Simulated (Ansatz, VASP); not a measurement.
Given: the input of a run of VASP 6.6.1 on MgO.

File INCAR:

```
  ALGO = Normal
  EDIFF = 1E-6
  ENCUT = 520
  GGA = PE
  ISIF = 2
  ISMEAR = -1
  LASPH = T
  LCHARG = F
  LREAL = F
  LWAVE = F
  NBANDS = 11
  NELM = 60
  PREC = Accurate
  SIGMA = 0.05
```

Contents of KPOINTS:

```
k-points
0
Gamma
  10 10 10
```

POSCAR

```
MgO
1.0
    0.0000000000      2.3365076907      2.3365076907
    2.3365076907      0.0000000000      2.3365076907
    2.3365076907      2.3365076907      0.0000000000
Mg O
1 1
Direct
    0.5000000000      0.5000000000      0.5000000000
    0.7500000000      0.7500000000      0.7500000000
```

Potentials or basis: VASP PAW PBE potentials, release 64 (Mg, O).

Command:

```console
$ cat potpaw_PBE.64/Mg/POTCAR potpaw_PBE.64/O/POTCAR > POTCAR
$ mpirun -np 1 vasp_std > vasp.out
```

Translate it to Ansatz 0.2.0. Potentials there: Ansatz PAW.

As run (the cutoff follows the program's own potentials):

input.yaml

```yaml
crystal:
  lattice:
    - [0.0, 2.3365076907, 2.3365076907]
    - [2.3365076907, 0.0, 2.3365076907]
    - [2.3365076907, 2.3365076907, 0.0]
  atoms:
    - { symbol: Mg, position: [0.5, 0.5, 0.5] }
    - { symbol: O, position: [0.75, 0.75, 0.75] }
hamiltonian:
  xc: pbe
  pseudopotentials: { kind: paw }
kpoints:
  mp_grid: { grid: [10, 10, 10] }
scf:
  occupations: { method: fermi_dirac, width: 0.05 }
output:
  forces: true
  stress: true
  eigenvalues: true
```

Potentials or basis: Ansatz PAW.

Command:

```bash
$ ansatz run input.yaml --threads 1 --pin off --max-ram 3584MiB --backend cpu --events-out ev --progress --plain --runs-dir out
```

Both were run:

|  | VASP | Ansatz | Ansatz less VASP |
| --- | --- | --- | --- |
| gap on the k mesh at the Fermi level (eV) | 3.25 | 3.27 | +0.017 |
| least direct gap on the mesh (eV) | 3.25 | 3.27 | +0.017 |
| pressure (GPa) | -4.5 | -4.1 | +0.40 |

The functional is the same, so the differences come from potentials, cutoffs and numerics. The two sets of potentials don't hold the same shells in valence.

Caveats: the pressure holds a Pulay correction of +0.4 GPa for the finite cutoff (Ansatz).
